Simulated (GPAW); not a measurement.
# Ca (Fm-3m) in GPAW: single point with LDA

Aim: the single point of Ca with LDA.

Everything below comes from runs of GPAW 26.7.0. Logs are shortened: lines on timing, memory, paths and dates and some standing lists are left out, and cuts for length are marked. The log counts tension as positive stress, the text compression.

## (1) The undisturbed crystal

The structure is cubic, space group Fm-3m (No. 225). Conventional cell: a = 5.588 Å, b = 5.588 Å, c = 5.588 Å, α = 90.00°, β = 90.00°, γ = 90.00°. Ca (site symmetry m-3m) is surrounded by 12 Ca at 3.95 Å.

## (2) Single point, LDA (volume scaled by 0.96)

Contents of run.py:

```python
from ase.dft.bandgap import bandgap
from ase.io import read, write
from ase.units import GPa
from gpaw import GPAW, PW

atoms = read('POSCAR')

calc = GPAW(mode=PW(600),
            xc='LDA',
            kpts={'size': (8, 8, 8), 'gamma': True},
            occupations={'name': 'methfessel-paxton', 'width': 0.2, 'order': 1},
            nbands=12,
            convergence={'density': 1e-05, 'energy': 1e-05},
            maxiter=150,
            txt='gpaw.txt')
atoms.calc = calc
energy = atoms.get_potential_energy()
forces = atoms.get_forces()
stress = atoms.get_stress()
calc.write('gs.gpw')
write('result.traj', atoms)
print(f'Energy: {energy:.6f} eV')
print('Forces (eV/A):')
print(forces.round(4))
print('Stress (GPa):', (stress / GPa).round(3))
print('Fermi level:', round(calc.get_fermi_level(), 4), 'eV')
print(f'Gap: {bandgap(calc)[0]:.4f} eV, direct: {bandgap(calc, direct=True)[0]:.4f} eV')
```

Contents of POSCAR:

```
Ca
1.0
    0.0000000000      2.7564359112      2.7564359112
    2.7564359112      0.0000000000      2.7564359112
    2.7564359112      2.7564359112      0.0000000000
Ca
1
Direct
    0.0000000000      0.0000000000      0.0000000000
```

Potentials or basis: the program's PAW data sets (release 1.2.1) made for this functional, pw.

Started as:

```console
> OMP_NUM_THREADS=1 python run.py
```

gpaw.txt:

```text
__  _  _
 | _ |_)|_||  |
 |__||  | ||/\| - 26.7.0

Input parameters:
  mode=PW(ecut=600.0),
  convergence={'density': 1e-05, 'energy': 1e-05},
  kpts=MonkhorstPack(size=(8, 8, 8), gamma=True),
  maxiter=150,
  nbands=12,
  occupations=Occupations(name='methfessel-paxton', width=0.2, order=1),
  xc=XC(name='LDA')

Diagonalizing LCAO Hamiltonian
Converting LCAO to pw mode

       Ca

Atoms  # Å, Bohr magnetons
|   | symbol |        x |        y |        z |    initial magnetic moments |
|---|--------|----------|----------|----------|-----------------------------|
| 0 |     Ca | 0.000000 | 0.000000 | 0.000000 | ( 0.0000,  0.0000,  0.0000) |

Unit cell  # Å
| periodic |        x |        y |        z |  lengths |    angles |
|----------|----------|----------|----------|----------|-----------|
|      yes | 0.000000 | 2.756436 | 2.756436 | 3.898189 | 60.000000 |
|      yes | 2.756436 | 0.000000 | 2.756436 | 3.898189 | 60.000000 |
|      yes | 2.756436 | 2.756436 | 0.000000 | 3.898189 | 60.000000 |

Number of symmetries: 48
Symmetry operations  # r_c * U_cc + t_c -> r_c
|    | kind |            matrix            |
|----|------|------------------------------|
|  0 |  σ   |  1, 0, 0,  1, 0,-1,  1,-1, 0 |
|  1 |  C2  |  1, 0, 0,  1,-1, 0,  1, 0,-1 |
|  2 |  E   |  1, 0, 0,  0, 1, 0,  0, 0, 1 |
|  3 |  σ   |  1, 0, 0,  0, 0, 1,  0, 1, 0 |
|  4 |  C4  |  1, 0,-1,  1, 0, 0,  1,-1, 0 |
|  5 |  S6  |  1, 0,-1,  1,-1, 0,  1, 0, 0 |
|  6 |  σ   |  1, 0,-1,  0, 1,-1,  0, 0,-1 |
|  7 |  C3  |  1, 0,-1,  0, 0,-1,  0, 1,-1 |
|  8 |  S6  |  1,-1, 0,  1, 0, 0,  1, 0,-1 |
|  9 |  C4  |  1,-1, 0,  1, 0,-1,  1, 0, 0 |
| 10 |  C3  |  1,-1, 0,  0,-1, 1,  0,-1, 0 |
| 11 |  σ   |  1,-1, 0,  0,-1, 0,  0,-1, 1 |
| 12 |  σ   |  0, 1, 0,  1, 0, 0,  0, 0, 1 |
| 13 |  C4  |  0, 1, 0,  0, 1,-1, -1, 1, 0 |
| 14 |  C3  |  0, 1, 0,  0, 0, 1,  1, 0, 0 |
| 15 |  S6  |  0, 1, 0, -1, 1, 0,  0, 1,-1 |
| 16 |  C2  |  0, 1,-1,  1, 0,-1,  0, 0,-1 |
| 17 |  σ   |  0, 1,-1,  0, 1, 0, -1, 1, 0 |
| 18 |  S4  |  0, 1,-1,  0, 0,-1,  1, 0,-1 |
| 19 |  C4  |  0, 1,-1, -1, 1, 0,  0, 1, 0 |
| 20 |  C3  |  0, 0, 1,  1, 0, 0,  0, 1, 0 |
| 21 |  σ   |  0, 0, 1,  0, 1, 0,  1, 0, 0 |
| 22 |  S6  |  0, 0, 1,  0,-1, 1, -1, 0, 1 |
| 23 |  C4  |  0, 0, 1, -1, 0, 1,  0,-1, 1 |
| 24 |  S4  |  0, 0,-1,  1, 0,-1,  0, 1,-1 |
| 25 |  C3  |  0, 0,-1,  0, 1,-1,  1, 0,-1 |
| 26 |  C2  |  0, 0,-1,  0,-1, 0, -1, 0, 0 |
| 27 |  S6  |  0, 0,-1, -1, 0, 0,  0,-1, 0 |
| 28 |  S4  |  0,-1, 1,  1,-1, 0,  0,-1, 0 |
| 29 |  C4  |  0,-1, 1,  0, 0, 1, -1, 0, 1 |
| 30 |  C2  |  0,-1, 1,  0,-1, 0,  1,-1, 0 |
| 31 |  σ   |  0,-1, 1, -1, 0, 1,  0, 0, 1 |
| 32 |  C3  |  0,-1, 0,  1,-1, 0,  0,-1, 1 |
| 33 |  S6  |  0,-1, 0,  0, 0,-1, -1, 0, 0 |
| 34 |  S4  |  0,-1, 0,  0,-1, 1,  1,-1, 0 |
| 35 |  C2  |  0,-1, 0, -1, 0, 0,  0, 0,-1 |
| 36 |  C2  | -1, 1, 0,  0, 1, 0,  0, 1,-1 |
| 37 |  S6  | -1, 1, 0,  0, 1,-1,  0, 1, 0 |
| 38 |  S4  | -1, 1, 0, -1, 0, 1, -1, 0, 0 |
| 39 |  C3  | -1, 1, 0, -1, 0, 0, -1, 0, 1 |
| 40 |  S6  | -1, 0, 1,  0, 0, 1,  0,-1, 1 |
| 41 |  C2  | -1, 0, 1,  0,-1, 1,  0, 0, 1 |
| 42 |  C3  | -1, 0, 1, -1, 1, 0, -1, 0, 0 |
| 43 |  S4  | -1, 0, 1, -1, 0, 0, -1, 1, 0 |
| 44 |  C2  | -1, 0, 0,  0, 0,-1,  0,-1, 0 |
| 45 |  i   | -1, 0, 0,  0,-1, 0,  0, 0,-1 |
| 46 |  σ   | -1, 0, 0, -1, 1, 0, -1, 0, 1 |
| 47 |  C2  | -1, 0, 0, -1, 0, 1, -1, 1, 0 |

BZ-sampling:
  Number of BZ points: 512
  Number of IBZ points: 29

  Monkhorst-Pack size: [8, 8, 8]
  Monkhorst-Pack shift: [0.0625, 0.0625, 0.0625]

K-points  # in reciprocal-cell coordinates
|     |                                coordinates |     weight |
|-----|--------------------------------------------|------------|
|   0 | (  0.00000000,   0.00000000,   0.00000000) | 0.00195312 |
|   1 | (  0.12500000,   0.12500000,   0.00000000) | 0.01171875 |
|   2 | (  0.12500000,   0.12500000,   0.12500000) | 0.01562500 |
|   3 | (  0.25000000,   0.12500000,   0.12500000) | 0.02343750 |
|   4 | (  0.25000000,   0.25000000,   0.00000000) | 0.01171875 |
|   5 | (  0.25000000,   0.25000000,   0.12500000) | 0.04687500 |
|   6 | (  0.25000000,   0.25000000,   0.25000000) | 0.01562500 |
|   7 | (  0.37500000,   0.25000000,  -0.37500000) | 0.04687500 |
|   8 | (  0.37500000,   0.25000000,   0.12500000) | 0.04687500 |
|   9 | (  0.37500000,   0.25000000,   0.25000000) | 0.04687500 |
| ... |                                            |            |
|  28 | (  0.50000000,   0.50000000,   0.50000000) | 0.00781250 |

Plane wave coefficients: 1411
Cutoff: 600.0 eV

Spin-components: 1 (collinear spins)
Bands:           12
Projectors:      5
Spin-degeneracy: 2
Datatype:        complex128

Parallelization:
  kpt:    1
  domain: 1
  band:   1

Density:
  Valence electrons: 10.0
  Components: 1
  Grid points: [24 24 24]
  Charge: 0.0  # |e|

Potential:
  Grid points: [24 24 24]

species:
  Ca:
    name:    Calcium
    Z:       20.0
    valence: 10
    core:    10
    charge:  0.0  # [|e|]
    compensation charges:
      type: gauss
      rc: 0.37  # [Å]
      lmax: 2
    cutoffs:
      filter: 2.10  # [Å]
      core: 1.17  # [Å]
    projectors
    | kind |    occ | energy [eV] | rcut [Å] |
    |------|--------|-------------|----------|
    |   3s |  2.000 |     -46.826 |    1.175 |
    |   4s |  2.000 |      -3.864 |    1.175 |
    |   3p |  6.000 |     -27.986 |    1.154 |
    |    p |        |      -0.774 |    1.154 |
    |    d |        |       0.000 |    0.937 |

    Using partial waves for Ca as LCAO basis

Reference energy: -18466.412854  # eV

eigensolver:
  PPCG
  Converge bands: occupied
  niter=2

density mixing:
  MSR1-Mixer
  Pratt-step length: 0.05
  Maximum mixing coefficient: 0.75
  Old densities: 10
  SVD Regularization: 0.005
  Good broyden scale: 1.0
  Trust region scale: 1.0
  Backstep threshold: 4.0
  History deletion threshold: 6.0
  Fourier metric: weight=20.0, sigma=0.015

occupation numbers:
  Methfessel-Paxton:
    width: 0.2000  # eV
    order: 1

poisson solver:
  ecut: 4800.0  # eV

xc functional:
  name: None

convergence criteria:
- Maximum integral of absolute [dens]ity change: 1e-05 electrons / valence electron
- Maximum [total energy] change in last 3 cyles: 1e-05 eV / valence electron
- Maximum integral of absolute [eigenst]ate change: 4e-08 eV^2 / valence electron
maximum number of iterations: 150

SCF iterations
|iter     | |      energy | eigst |  dens |
|---------|-|-------------|-------|-------|
|iter:   1| |   -2.170760 | +0.34 |       |
|iter:   2| |   -2.307924 | -1.04 | -1.65 |
|iter:   3| |   -2.313975 | -2.29 | -1.67 |
|iter:   4| |   -2.312115 | -3.55 | -1.84 |
|iter:   5| |   -2.311959 | -4.17 | -2.22 |
|iter:   6| |   -2.311994 | -4.83 | -2.59 |
|iter:   7| |   -2.311986c| -6.30 | -3.04 |
|iter:   8| |   -2.311980c| -6.16 | -3.14 |
|iter:   9| |   -2.311981c| -7.17 | -3.78 |
|iter:  10| |   -2.311982c| -7.65c| -4.48 |
|iter:  11| |   -2.311982c| -8.62c| -5.99c|

Converged in 11 steps
Energy contributions relative to reference atoms: (reference = -18466.412854)

Energy contributions:
  Kinetic:          -0.871682
  Coulomb:           2.965975
  Zero:             -0.499087
  External:          0.000000
  Xc:               -3.905079
  Entropy:          -0.003162
  Spinorbit:         0.000000
  ----------------------------
  Free energy:      -2.313036
  Extrapolated:     -2.311982

dipole moment: (-18.273377, -18.273377, -18.273377)  # |e|*Ang

Fermi level: 3.134
Eigenvalues  # (at kpt = [0.000, 0.000, 0.000])
| band index |      eig [eV] | occ [0-2] |
|------------|---------------|-----------|
|          0 |       -38.465 |     2.000 |
|          1 |       -19.647 |     2.000 |
|          2 |       -19.647 |     2.000 |
|          3 |       -19.647 |     2.000 |
|          4 |        -0.877 |     2.000 |
|          5 |         5.378 |    -0.000 |
|          6 |         5.378 |    -0.000 |
|          7 |         5.378 |    -0.000 |
|          8 |         6.426 |    -0.000 |
|          9 |         6.426 |    -0.000 |
|         10 |        12.368 |     0.000 |
|         11 |        14.296 |     0.000 |

No gap
No difference between direct/indirect transitions

Forces  # eV/Ang
|       x |        y |       z |
|---------|----------|---------|
| 0.00000 | -0.00000 | 0.00000 |  # Ca   0

Stress tensor  # eV/Ang^3
|        x |        y |        z |
|----------|----------|----------|
| 0.009728 | 0.000000 | 0.000000 |
| 0.000000 | 0.009728 | 0.000000 |
| 0.000000 | 0.000000 | 0.009728 |

# Writing to gs.gpw (mode='')
```

Wall time 12 s (1 thread of Arm Neoverse V1, shared host); peak memory 0.14 GiB.

What came out:

```
Free energy            : -2.3130 eV
Pressure               : -1.6 GPa
Band gap on the k mesh : none (metal or under the smearing width)
```

Caveat: this smearing can pin the Fermi level at a band edge.
